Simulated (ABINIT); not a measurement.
MgO: band structure with PBEsol

**What was measured.**

“Electronic structure of alkaline earth and post-transition metal oxides”, 2009, arxiv:0908.1581 quotes, for a bulk crystal of MgO: band gap 7.83 eV.

The system is MgO.

```xyz
2
Lattice="0.0000 2.0970 2.0970 2.0970 0.0000 2.0970 2.0970 2.0970 0.0000" Properties=species:S:1:pos:R:3 pbc="T T T"
Mg    0.0000    0.0000    0.0000
O     2.0970    2.0970    2.0970
```

The cell is a database's computed one.

| Item | Value |
| --- | --- |
| Program | ABINIT 10.8.3 (patched build) |
| Task | band structure |
| Functional | PBEsol |
| Potentials or basis | JTH PAW PBE v2.0 |
| Cutoff | 762 eV |
| k mesh | 11 × 11 × 11 |
| Occupations | fermi-dirac, width 0.05 eV |
| Spin | no spin polarisation |
| Fine-grid cutoff | 1360.57 eV |

| Quantity | Value |
| --- | --- |
| Pressure | 2.2 GPa |
| Band gap on the k mesh | 4.76 eV, direct |
| Band gap along the path | 4.76 eV, direct |
| Valence electrons inside the program's atomic spheres | Mg 8.30; O 4.58 |

Levels at the corners of the path, in eV from the valence-band top:
```
point  band 4  band 5  band 6  band 7  band 8  band 9  band 10  band 11  band 12  band 13
    Γ  -38.65  -17.25    0.00    0.00    0.00    4.76    15.69    15.69    15.69    19.56
    X  -38.69  -15.65   -4.16   -1.37   -1.37    8.93    10.02    13.11    19.08    19.08
    W  -38.69  -15.58   -3.02   -3.02   -1.82   11.58    11.58    12.26    15.58    22.01
    K  -38.68  -15.62   -3.56   -2.77   -1.17    9.99    11.84    12.51    18.21    18.35
    Γ  -38.65  -17.25    0.00    0.00    0.00    4.76    15.69    15.69    15.69    19.56
    L  -38.66  -15.88   -4.73   -0.68   -0.68    7.82    12.66    16.32    16.32    21.03
    U  -38.68  -15.62   -3.56   -2.77   -1.17    9.99    11.84    12.51    18.21    18.35
    W  -38.69  -15.58   -3.02   -3.02   -1.82   11.58    11.58    12.26    15.58    22.01
    L  -38.66  -15.88   -4.73   -0.68   -0.68    7.82    12.66    16.32    16.32    21.03
    K  -38.68  -15.62   -3.56   -2.77   -1.17    9.99    11.84    12.51    18.21    18.35
```

Run time: 40 s on 1 thread of Arm Neoverse V2 (shared host), peak memory 0.11 GiB.

Against the measured gap of MgO, 7.83 eV (quoted in “Electronic structure of alkaline earth and post-transition metal oxides”, 2009, arxiv:0908.1581), the calculated 4.76 eV is off by -3.07 eV. The value is that of PBEsol, without temperature or zero-point motion. Semilocal functionals fall short of measured gaps as a rule. The cell is a database's relaxed one, not the measured one, which moves gaps too.

Caveat: the PAW data sets were made with another functional, which shifts forces and pressure a little.
